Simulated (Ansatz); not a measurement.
**Elastic constants of GaN at 3 GPa (stress–strain coefficients): input and output**

Method: Ansatz 0.2.0, DFT PBE, scalar-relativistic, plane waves, PAW.

Launched with:
```bash
ansatz run input.yaml --threads 1 --pin off --max-ram 3072MiB --backend cpu --events-out ev --progress --plain --runs-dir out
```

Input (bare energies are in eV):
```yaml
crystal:
  lattice:
    - [3.2004573628, 0.0, 0.0]
    - [-1.6002286814, 2.7716773799, 0.0]
    - [0.0, 0.0, 5.2140070602]
  atoms:
    - { symbol: Ga, position: [0.3333333333, 0.6666666667, -0.0008377401] }
    - { symbol: Ga, position: [0.6666666667, 0.3333333333, 0.4991622599] }
    - { symbol: "N", position: [0.3333333333, 0.6666666667, 0.3758377401] }
    - { symbol: "N", position: [0.6666666667, 0.3333333333, 0.8758377401] }
basis:
  ecutwfc: 420
kpoints:
  mp_grid: { grid: [12, 12, 6] }
hamiltonian:
  xc: pbe
scf:
  occupations: { method: fixed }
output:
  forces: true
  stress: true
  eigenvalues: true
  polarization: {}
elastic:
  mode: relaxed_ion
  stencil: two_point
```

From the output:
```
--- Elastic constants: 3 strain directions × 2 members + reference (group order 12) ---
  dense FFT box of the reference and of every strained cell: 24×24×36
  strains applied: 11, 33, 23; error gains: componentwise 1.00 (the most a stress slope's error grows in a printed constant), spectral 1.41 (1 for all six strains in a standard setting)
  C = ∂σ_k/∂η_j (tension-positive GPa; Voigt order 11 22 33 23 13 12):
       338.262    126.565     91.658      0.000      0.000     -0.000
       126.565    338.262     91.658      0.000      0.000     -0.000
        91.700     91.700    373.220      0.000      0.000     -0.000
         0.000     -0.000     -0.000     89.684      0.000     -0.000
        -0.000     -0.000      0.000      0.000     89.684      0.000
        -0.000      0.000     -0.000      0.000      0.000    105.848
  reference stress σ⁰ (GPa):     -2.998     -2.998     -2.996      0.000     -0.000     -0.000
  C* (energy form; C + prestress term) asymmetry max|C*_kj − C*_jk| = 4.463e-2 GPa — a small one proves nothing (zero by symmetry where the batch's group is 432, −43m or m−3m); a large one is finite-difference/SCF noise where every solve ...
  moduli (Voigt/Reuss/Hill, GPa): K = 185.51/185.51/185.51   G = 106.36/103.52/104.94   E = 264.88   ν = 0.262
  mechanically stable: yes (min eigenvalue of sym C = 89.68 GPa)
  e, the proper piezoelectric tensor (elastic.mode: relaxed_ion; C/m²; rows x y z; Voigt order 11 22 33 23 13 12):
       0.00000   -0.00000   -0.00000    0.00000   -0.27260    0.00000
      -0.00000   -0.00000   -0.00000   -0.27260    0.00000    0.00000
      -0.39918   -0.39918    0.70476    0.00000    0.00000    0.00000
  ±, each entry's uncertainty from the finite density of the strings (C/m²), an estimate: the size of the correction for it that the entry includes:
       0.00000    0.00000    0.00000    0.00000    0.00235    0.00000
       0.00000    0.00000    0.00000    0.00235    0.00000    0.00000
       0.00326    0.00326    0.00295    0.00000    0.00000    0.00000
  the group's symmetry takes up to 2.2e-7 C/m² out of the measured responses: error of the strings' finite density and of the mesh across them, as far as it breaks the symmetry (raise kpoints.mp_grid and any string_points); the largest step ...
  strain η (Voigt 11):  stress-route row diagonal C_11 = 338.26 GPa, energy-path curvature d²(F+E_count+ΔE)/dδ²/Ω₀ = 338.11 GPa
         δ    σ_11 (GPa) F (eV) n_scf n_hpsi n_pw
    -2.000e-3      -3.6774       -8335.8283818       9   62380    917   relax 4 steps, max|allowed force component| 4.49e-5 eV/Å
     2.000e-3      -2.3244       -8335.8318079       9   62525    922   relax 4 steps, max|allowed force component| 4.15e-5 eV/Å
  strain η (Voigt 33):  stress-route row diagonal C_33 = 373.22 GPa, energy-path curvature d²(F+E_count+ΔE)/dδ²/Ω₀ = 372.74 GPa
         δ    σ_33 (GPa) F (eV) n_scf n_hpsi n_pw
    -2.000e-3      -3.7446       -8335.8283647       8   25887    920   relax 5 steps, max|allowed force component| 6.70e-8 eV/Å
     2.000e-3      -2.2518       -8335.8317474       8   26581    926   relax 4 steps, max|allowed force component| 5.67e-6 eV/Å
  strain η (Voigt 23):  stress-route row diagonal C_44 = 89.68 GPa, energy-path curvature d²(F+E_count+ΔE)/dδ²/Ω₀ = 91.10 GPa
         δ    σ_23 (GPa) F (eV) n_scf n_hpsi n_pw
    -2.000e-3      -0.1794       -8335.8302479       7   80541    920   relax 3 steps, max|allowed force component| 1.44e-5 eV/Å
     2.000e-3       0.1794       -8335.8302479       8   82796    920   relax 3 steps, max|allowed force component| 1.44e-5 eV/Å
--- Formal polarisation (Berry phase): one branch of a lattice of values; only differences between neighbouring runs are physical ---
  axis mesh electronic ionic p = total spread (rad) least overlap resolved gap  δp at fixed H ≤   (phases in cycles; p mod 1; gap in eV; gap and δp judge the states as solved, not the mesh's step, its ...
  b1    12×12×6         0.00000000    18.00000000    18.00000000      0.000000         0.9038        1.8209           4.0e-6
  b2    12×12×6        -0.00000000    18.00000000    18.00000000      0.000000         0.9038        1.8209           4.0e-6
  b3    12×12×6         0.99537185    12.73659616    13.73196800      0.150859         0.8920        1.8209           2.9e-6
  quantum along a1:   0.06919675 e/Å² =   110.865419 µC/cm²
  quantum along a2:   0.06919675 e/Å² =   110.865419 µC/cm²
  quantum along a3:   0.11273150 e/Å² =   180.615771 µC/cm²
  P = (  0.62277076,   1.07867061,   1.54802532) e/Å² = (  997.788768,  1728.220841,  2480.209995) µC/cm²  (mod the quanta)
```

Time: 2.8 min on 1 thread of AMD EPYC 9R45 96-Core Processor (Zen 5), with other jobs on the host, peak memory 0.77 GiB.